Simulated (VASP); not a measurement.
## GaP: the relaxed cell at several levels of theory

Which functional gives which lattice for GaP? The starting structure is a measured crystal structure from the Crystallography Open Database. The first relaxation on each setting starts from this cell expanded by 3 % in volume.

Calculated with VASP 6.6.1; Kohn-Sham DFT with plane waves and PAW; PBEsol, LDA, PBE, PBEsol + D3(BJ), r2SCAN, r2SCAN + rVV10, vdW-DF-cx and BLYP.

## (1) The starting structure

Symmetry: F-43m, No. 216, cubic system. The conventional cell has a = 5.451 Å, b = 5.451 Å, c = 5.451 Å, α = 90.00°, β = 90.00°, γ = 90.00°. Ga has 4 P at 2.36 Å nearest. Nearest to P lie 4 Ga at 2.36 Å. Farther neighbours are not listed.

As a file:

```
Ga P
1.0
     0.00000    2.72525    2.72525
     2.72525    0.00000    2.72525
     2.72525    2.72525    0.00000
Ga P
1 1
Direct
  0.00000 0.00000 0.00000
  0.75000 0.75000 0.75000
```

## (2) Relaxation with PBEsol

PBEsol restores the gradient expansion of exchange and is tuned for the cells of solids. This run starts from the cell of an earlier relaxation, which isn't shown; the restart sets up the plane waves anew.

INCAR reads:

```
SYSTEM = GaP
PREC = Accurate
ENCUT = 450
EDIFF = 1E-06
NELM = 100
ISMEAR = 0
SIGMA = 0.03
LREAL = .FALSE.
ALGO = Normal
GGA = PS
NBANDS = 15
LORBIT = 11
LWAVE = .FALSE.
LCHARG = .FALSE.
KPAR = 4
IBRION = 2
NSW = 50
ISIF = 3
EDIFFG = -0.004
```

POSCAR reads:

```
GaP
1.0
    0.0000000000      2.7177015378      2.7177015378
    2.7177015378      0.0000000000      2.7177015378
    2.7177015378      2.7177015378      0.0000000000
Ga P
1 1
Direct
    0.0000000000      0.0000000000      0.0000000000
    0.7500000000      0.7500000000      0.7500000000
```

KPOINTS reads:

```
Automatic mesh
0
Gamma
8 8 8
0 0 0
```

PAW data sets: Ga_d and P (PBE family, release 64).

Command:

```sh
> mpirun -np 4 vasp_std
```

The program printed:

```text
[banner, memory and clock lines left out]
running    4 mpi-ranks, on    1 nodes
 distrk:  each k-point on    1 cores,    4 groups
 distr:  one band on    1 cores,    1 groups

 POSCAR found type information on POSCAR GaP
 POSCAR found :  2 types and       2 ions
|                                                                             |
|               ----> ADVICE to this user running VASP <----                  |
|                                                                             |
|     You enforced a specific xc type in the INCAR file but a different       |
|     [... a line on the potential file left out ...]
|     I HOPE YOU KNOW WHAT YOU ARE DOING!                                     |
|                                                                             |

 LDA part: xc-table for (Slater+PW92), standard interpolation
 POSCAR, INCAR and KPOINTS ok, starting setup
 FFT: planning ... GRIDC
 FFT: planning ... GRID_SOFT
 FFT: planning ... GRID
 WAVECAR not read
 entering main loop
       N       E                     dE             d eps       ncg     rms          rms(c)
DAV:   1     0.736661914603E+02    0.73666E+02   -0.84043E+03   893   0.153E+03
DAV:   2    -0.465847951713E+01   -0.78325E+02   -0.74704E+02   982   0.287E+02
DAV:   3    -0.101225101950E+02   -0.54640E+01   -0.54455E+01  1059   0.642E+01
DAV:   4    -0.102069485823E+02   -0.84438E-01   -0.84409E-01  1106   0.868E+00
DAV:   5    -0.102086741410E+02   -0.17256E-02   -0.17254E-02  1117   0.105E+00    0.416E+00
DAV:   6    -0.996284354305E+01    0.24583E+00   -0.37239E-01  1361   0.121E+01    0.264E+00
DAV:   7    -0.992384018453E+01    0.39003E-01   -0.84997E-02  1200   0.237E+00    0.993E-01
DAV:   8    -0.992099554843E+01    0.28446E-02   -0.12568E-02  1066   0.137E+00    0.174E-01
DAV:   9    -0.992114855318E+01   -0.15300E-03   -0.10455E-03  1291   0.452E-01    0.627E-02
DAV:  10    -0.992117017220E+01   -0.21619E-04   -0.57971E-05  1314   0.826E-02    0.256E-02
DAV:  11    -0.992119606091E+01   -0.25889E-04   -0.26941E-05  1010   0.548E-02    0.556E-03
DAV:  12    -0.992119601556E+01    0.45347E-07   -0.96903E-07   828   0.130E-02
   1 F= -.99211960E+01 E0= -.99211960E+01  d E =-.992120E+01
[...]
2 F= -.99211937E+01 E0= -.99211937E+01  d E =0.232335E-05
[...]
3 F= -.99211970E+01 E0= -.99211970E+01  d E =-.102941E-05
[...]
4 F= -.99211960E+01 E0= -.99211960E+01  d E =0.476571E-07
 curvature:  -0.09 expect dE=-0.152E-05 dE for cont linesearch -0.152E-05
 ZBRENT: interpolating
 opt :   0.5235  next Energy=    -9.921197 (dE=-0.777E-06)
 bond charge predicted
       N       E                     dE             d eps       ncg     rms          rms(c)
DAV:   1    -0.992119844792E+01   -0.23920E-05   -0.22195E-05  1101   0.923E-02    0.798E-03
DAV:   2    -0.992119700553E+01    0.14424E-05   -0.24256E-06   716   0.368E-02    0.358E-03
DAV:   3    -0.992119661394E+01    0.39159E-06   -0.34865E-07   435   0.123E-02
   5 F= -.99211966E+01 E0= -.99211966E+01  d E =-.598377E-06
 curvature:  -0.05 expect dE=-0.222E-06 dE for cont linesearch -0.222E-06
 trial: gam=-0.20323 g(F)=  0.290E-46 g(S)=  0.438E-05 ort = 0.611E-05 (trialstep = 0.905E+00)
 search vector abs. value=  0.225E-05
 reached required accuracy - stopping structural energy minimisation
```

It took 13 s on 4 MPI ranks of AMD EPYC 7R43, shared host; peak memory 0.53 GiB.

Lines that name or quote the potential files are left out of all logs, and their timing lines are given in words.

Parts of OUTCAR (step 2):

```text
ion  position               nearest neighbor table
   1  0.000  0.000  0.000-   2 2.35   2 2.35   2 2.35   2 2.35
   2  0.750  0.750  0.750-   1 2.35   1 2.35   1 2.35   1 2.35

  LATTYP: Found a face centered cubic cell.
 ALAT       =     5.4354030756

 Subroutine GETGRP returns: Found 24 space group operations
 (whereof 24 operations were pure point group operations)

The static configuration has the point symmetry T_d .

 Found     29 irreducible k-points:

   k-points           NKPTS =     29   k-points in BZ     NKDIM =     29   number of bands    NBANDS=     15

   dimension x,y,z NGX =    28 NGY =   28 NGZ =   28
   dimension x,y,z NGXF=    56 NGYF=   56 NGZF=   56

   ENCUT  =  450.0 eV  33.07 Ry    5.75 a.u.   6.65  6.65  6.65*2*pi/ulx,y,z

   NELECT =      18.0000    total number of electrons

 k-points in reciprocal lattice and weights: Automatic mesh
   0.00000000  0.00000000  0.00000000       0.002
   0.12500000  0.00000000  0.00000000       0.016
   0.25000000  0.00000000  0.00000000       0.016
   0.37500000  0.00000000  0.00000000       0.016
   0.50000000  0.00000000  0.00000000       0.008
   0.12500000  0.12500000  0.00000000       0.012
   0.25000000  0.12500000  0.00000000       0.047
   0.37500000  0.12500000  0.00000000       0.047
   0.50000000  0.12500000  0.00000000       0.047
[...]
-0.37500000  0.50000000  0.12500000       0.023
  -0.25000000  0.50000000  0.25000000       0.012

 average (electrostatic) potential at core
       1 -65.1168       2 -83.3141

 E-fermi :   4.8418

 k-point     1 :       0.0000    0.0000    0.0000
  band No.  band energies     occupation
    ...
      5      -9.7945      2.00000
      6      -7.9326      2.00000
      7       4.6576      2.00000
      8       4.6576      2.00000
      9       4.6576      2.00000
     10       6.4800      0.00000
     11       8.4823      0.00000
     12       8.4823      0.00000
     13       8.4823      0.00000
     14      13.2620      0.00000
    ...

 k-point     2 :       0.1250    0.0000    0.0000
  band No.  band energies     occupation
    ...
      5      -9.7946      2.00000
      6      -7.7264      2.00000
      7       3.0034      2.00000
      8       4.4208      2.00000
      9       4.4208      2.00000
     10       7.0888      0.00000
     11       8.8401      0.00000
     12       8.8401      0.00000
     13       9.0742      0.00000
     14      13.7796      0.00000
    ...

 k-point     3 :       0.2500    0.0000    0.0000
  band No.  band energies     occupation
    ...
      5      -9.7933      2.00000
      6      -7.1415      2.00000
      7       0.7242      2.00000
      8       3.9782      2.00000
      9       3.9782      2.00000
     10       6.7635      0.00000
     11       9.3497      0.00000
     12       9.3497      0.00000
     13      10.9636      0.00000
     14      13.5859      0.00000
    ...

  Total       -0.0077785     -0.0077785     -0.0077785      0.0000000      0.0000000      0.0000000
  in kB       -0.3105635     -0.3105635     -0.3105635      0.0000000      0.0000000      0.0000000
  external PRESSURE =      -0.3105635 kB  Pullay stress =       0.0000000 kB

  energy-cutoff  :      450.00
  volume of cell :       40.13
      direct lattice vectors                 reciprocal lattice vectors
    -0.000000000  2.717328828  2.717328828    -0.184004231  0.184004231  0.184004231
     2.717328828  0.000000000  2.717328828     0.184004231 -0.184004231  0.184004231
     2.717328828  2.717328828  0.000000000     0.184004231  0.184004231 -0.184004231

 POSITION                                       TOTAL-FORCE (eV/Angst)
 -----------------------------------------------------------------------------------
      0.00000      0.00000      0.00000        -0.000000     -0.000000     -0.000000
      4.07599      4.07599      4.07599         0.000000      0.000000      0.000000
 -----------------------------------------------------------------------------------
    total drift:                               -0.000000     -0.000000     -0.000000

  FREE ENERGIE OF THE ION-ELECTRON SYSTEM (eV)
  ---------------------------------------------------
  free  energy   TOTEN  =        -9.9211966139 eV

  energy  without entropy=       -9.9211966139  energy(sigma->0) =       -9.92119661

 reached required accuracy - stopping structural energy minimisation

 total charge
# of ion       s       p       d       tot
------------------------------------------
    1        0.865   0.863  10.014  11.743
    2        1.017   1.513   0.000   2.530
--------------------------------------------------
tot          1.882   2.377  10.014  14.273

[... 3 further parts left out ...]
```

CONTCAR:

```
GaP
   1.00000000000000
    -0.0000000000000000    2.7173288276279286    2.7173288276279286
     2.7173288276279286    0.0000000000000000    2.7173288276279286
     2.7173288276279286    2.7173288276279286    0.0000000000000000
  Ga              P
     1     1
Direct
     0.0000000000000000    0.0000000000000000    0.0000000000000000
     0.7500000000000000    0.7500000000000000    0.7500000000000000
```

The PAW data sets were made with PBE, which is usual practice but a small mismatch for other functionals. The run keeps the 24 symmetry operations of its start, so it cannot find a distortion of lower symmetry.

With PBEsol the relaxed cell holds 20.064 Å³ an atom, -0.87 % against the measured cell, with a = 5.435 Å. Pressures at 0.985 and 1.015 times this volume, from two more relaxations that aren't shown, give a bulk modulus of 85.4 GPa.

## (3) Relaxation with LDA

LDA, the lowest rung, knows the local density alone. This run starts from the cell of an earlier relaxation, which isn't shown; the restart sets up the plane waves anew.

Edit INCAR of step 2 so:

```diff
@@ -9,3 +9,3 @@
 ALGO = Normal
-GGA = PS
+GGA = CA
 NBANDS = 15
```

POSCAR reads:

```
GaP
1.0
    0.0000000000      2.6965055924      2.6965055924
    2.6965055924      0.0000000000      2.6965055924
    2.6965055924      2.6965055924      0.0000000000
Ga P
1 1
Direct
    0.0000000000      0.0000000000      0.0000000000
    0.7500000000      0.7500000000      0.7500000000
```

KPOINTS is that of step 2.

PAW data sets: Ga_d and P (LDA family, release 64).

Command:

```sh
> mpirun -np 4 vasp_std
```

The program printed:

```text
[banner, memory and clock lines left out]
running    4 mpi-ranks, on    1 nodes
[...]
LDA part: xc-table for (Slater(with rela. corr.)+CA(PZ))
 , standard interpolation
 POSCAR, INCAR and KPOINTS ok, starting setup
[...]
entering main loop
       N       E                     dE             d eps       ncg     rms          rms(c)
DAV:   1     0.744556638348E+02    0.74456E+02   -0.85197E+03   902   0.162E+03
DAV:   2    -0.490922148626E+01   -0.79365E+02   -0.75312E+02  1011   0.294E+02
DAV:   3    -0.106905376891E+02   -0.57813E+01   -0.57639E+01  1066   0.662E+01
DAV:   4    -0.107823080564E+02   -0.91770E-01   -0.91753E-01  1085   0.925E+00
[...]
DAV:  10    -0.104502867524E+02    0.26134E-05   -0.52801E-05  1349   0.887E-02    0.252E-02
DAV:  11    -0.104502928497E+02   -0.60973E-05   -0.88525E-06  1096   0.447E-02    0.747E-03
DAV:  12    -0.104502926353E+02    0.21441E-06   -0.47056E-07   736   0.813E-03
   1 F= -.10450293E+02 E0= -.10450293E+02  d E =-.104503E+02
[...]
DAV:   3    -0.104502944249E+02    0.65914E-04   -0.65031E-05  1171   0.161E-01    0.112E-02
DAV:   4    -0.104502884091E+02    0.60158E-05   -0.66652E-06   961   0.335E-02    0.476E-03
DAV:   5    -0.104502871359E+02    0.12732E-05   -0.58215E-07   533   0.107E-02    0.107E-03
DAV:   6    -0.104502871298E+02    0.61091E-08   -0.91409E-08   484   0.321E-03
   2 F= -.10450287E+02 E0= -.10450287E+02  d E =0.550554E-05
 trial-energy change:    0.000006  1 .order    0.000001   -0.000030    0.000031
 step:   0.3775(harm=  0.4884)  dis= 0.00000  next Energy=   -10.450298 (dE=-0.537E-05)
[...]
N       E                     dE             d eps       ncg     rms          rms(c)
DAV:   1    -0.104504277264E+02   -0.14059E-03   -0.15694E-03  1101   0.774E-01    0.672E-02
DAV:   2    -0.104503245310E+02    0.10320E-03   -0.16784E-04  1094   0.300E-01    0.302E-02
DAV:   3    -0.104502990194E+02    0.25512E-04   -0.25354E-05  1150   0.101E-01    0.693E-03
DAV:   4    -0.104502966747E+02    0.23447E-05   -0.24848E-06   836   0.209E-02    0.300E-03
DAV:   5    -0.104502961832E+02    0.49154E-06   -0.25360E-07   470   0.667E-03
   3 F= -.10450296E+02 E0= -.10450296E+02  d E =-.354786E-05
[...]
reached required accuracy - stopping structural energy minimisation
```

It took 8.6 s on 4 MPI ranks; peak memory 0.46 GiB; 32 s of CPU time.

Parts of OUTCAR (step 3):

```text
  Total       -0.0075243     -0.0075243     -0.0075243     -0.0000000     -0.0000000     -0.0000000
  in kB       -0.3075990     -0.3075990     -0.3075990     -0.0000000     -0.0000000     -0.0000000
  external PRESSURE =      -0.3075990 kB  Pullay stress =       0.0000000 kB

 POSITION                                       TOTAL-FORCE (eV/Angst)
 -----------------------------------------------------------------------------------
      0.00000      0.00000      0.00000         0.000000      0.000000      0.000000
      4.04401      4.04401      4.04401        -0.000000     -0.000000     -0.000000
 -----------------------------------------------------------------------------------
    total drift:                               -0.000000     -0.000000     -0.000000

  FREE ENERGIE OF THE ION-ELECTRON SYSTEM (eV)
  ---------------------------------------------------
  free  energy   TOTEN  =       -10.4502961832 eV

  energy  without entropy=      -10.4502961832  energy(sigma->0) =      -10.45029618

[... 2 parts as in an earlier step ...]

[... 2 further parts left out ...]
[key lines of the parts left out:]
E-fermi :   4.9719
```

With LDA the relaxed cell holds 19.596 Å³ an atom, -3.18 % against the measured cell, with a = 5.392 Å. That is -2.34 % from PBEsol. Pressures at 0.985 and 1.015 times this volume, from two more relaxations that aren't shown, give a bulk modulus of 90.4 GPa.

## (4) Relaxation with PBE

PBE, the usual starting point, adds the gradient of the density.

Edit INCAR of step 3 so:

```diff
@@ -9,3 +9,3 @@
 ALGO = Normal
-GGA = CA
+GGA = PE
 NBANDS = 15
```

POSCAR reads:

```
GaP
1.0
    0.0000000000      2.7522344282      2.7522344282
    2.7522344282      0.0000000000      2.7522344282
    2.7522344282      2.7522344282      0.0000000000
Ga P
1 1
Direct
    0.0000000000      0.0000000000      0.0000000000
    0.7500000000      0.7500000000      0.7500000000
```

KPOINTS is that of step 3.

Potentials, in the order of the species: Ga_d and P (PBE family, release 64).

Command:

```sh
> mpirun -np 4 vasp_std
```

The program printed:

```text
[banner, memory and clock lines left out]
running    4 mpi-ranks, on    1 nodes
[...]
LDA part: xc-table for (Slater+PW92), standard interpolation
 POSCAR, INCAR and KPOINTS ok, starting setup
[...]
entering main loop
       N       E                     dE             d eps       ncg     rms          rms(c)
DAV:   1     0.795247120312E+02    0.79525E+02   -0.85316E+03   878   0.156E+03
DAV:   2    -0.317588686486E+01   -0.82701E+02   -0.79261E+02   961   0.308E+02
DAV:   3    -0.928073336406E+01   -0.61048E+01   -0.60808E+01  1094   0.674E+01
DAV:   4    -0.938361430619E+01   -0.10288E+00   -0.10286E+00  1054   0.955E+00
[...]
DAV:  10    -0.912243103914E+01   -0.73612E-04   -0.11280E-04  1280   0.110E-01    0.428E-02
DAV:  11    -0.912250546493E+01   -0.74426E-04   -0.10683E-04  1003   0.925E-02    0.528E-03
DAV:  12    -0.912250501054E+01    0.45439E-06   -0.33275E-06  1080   0.252E-02
   1 F= -.91225050E+01 E0= -.91225050E+01  d E =-.912251E+01
[...]
DAV:   2    -0.912255676407E+01    0.22473E-03   -0.36301E-04  1073   0.428E-01    0.459E-02
DAV:   3    -0.912250052725E+01    0.56237E-04   -0.61405E-05  1171   0.153E-01    0.100E-02
DAV:   4    -0.912249632288E+01    0.42044E-05   -0.60632E-06   982   0.323E-02    0.447E-03
DAV:   5    -0.912249575513E+01    0.56775E-06   -0.57087E-07   568   0.107E-02
   2 F= -.91224958E+01 E0= -.91224958E+01  d E =0.925541E-05
 trial-energy change:    0.000009  1 .order    0.000006   -0.000026    0.000039
 step:   0.4021(harm=  0.4021)  dis= 0.00000  next Energy=    -9.122510 (dE=-0.525E-05)
[...]
N       E                     dE             d eps       ncg     rms          rms(c)
DAV:   1    -0.912260946769E+01   -0.11314E-03   -0.12523E-03  1094   0.669E-01    0.598E-02
DAV:   2    -0.912252945789E+01    0.80010E-04   -0.13004E-04  1094   0.255E-01    0.274E-02
DAV:   3    -0.912250879520E+01    0.20663E-04   -0.21936E-05  1164   0.918E-02    0.601E-03
DAV:   4    -0.912250672132E+01    0.20739E-05   -0.19721E-06   743   0.192E-02    0.271E-03
DAV:   5    -0.912250610462E+01    0.61670E-06   -0.24595E-07   477   0.646E-03
   3 F= -.91225061E+01 E0= -.91225061E+01  d E =-.109408E-05
[...]
reached required accuracy - stopping structural energy minimisation
```

Wall time 9.8 s (4 MPI ranks); peak memory 0.52 GiB; 36 s of CPU time.

From OUTCAR (step 4):

```text
  Total       -0.0019008     -0.0019008     -0.0019008      0.0000000     -0.0000000     -0.0000000
  in kB       -0.0730805     -0.0730805     -0.0730805      0.0000000     -0.0000000     -0.0000000
  external PRESSURE =      -0.0730805 kB  Pullay stress =       0.0000000 kB

 POSITION                                       TOTAL-FORCE (eV/Angst)
 -----------------------------------------------------------------------------------
      0.00000      0.00000      0.00000        -0.000000     -0.000000      0.000000
      4.12759      4.12759      4.12759         0.000000      0.000000     -0.000000
 -----------------------------------------------------------------------------------
    total drift:                               -0.000003     -0.000003     -0.000003

  FREE ENERGIE OF THE ION-ELECTRON SYSTEM (eV)
  ---------------------------------------------------
  free  energy   TOTEN  =        -9.1225061046 eV

  energy  without entropy=       -9.1225061046  energy(sigma->0) =       -9.12250610

[... 2 parts as in an earlier step ...]

[... 2 further parts left out ...]
[key lines of the parts left out:]
E-fermi :   4.5175
```

With PBE the relaxed cell holds 20.836 Å³ an atom, +2.94 % against the measured cell, with a = 5.503 Å. That is +3.85 % from PBEsol. Pressures at 0.985 and 1.015 times this volume, from two more relaxations that aren't shown, give a bulk modulus of 76.9 GPa.

(Part 1 of 2 ends here.)

[Lines on the potential files, build, host, timing and source positions are cut from VASP's logs without a mark.]

[Logs are printed without paths, hosts, clocks, repeated set-up lines and the standing remarks that a program may print on its own settings, such as how far it seeks lower states.]

[Hosts, paths, dates, database ids (printed as entryN), source tags and the programs' standing remarks are cut or masked in the printed files.]
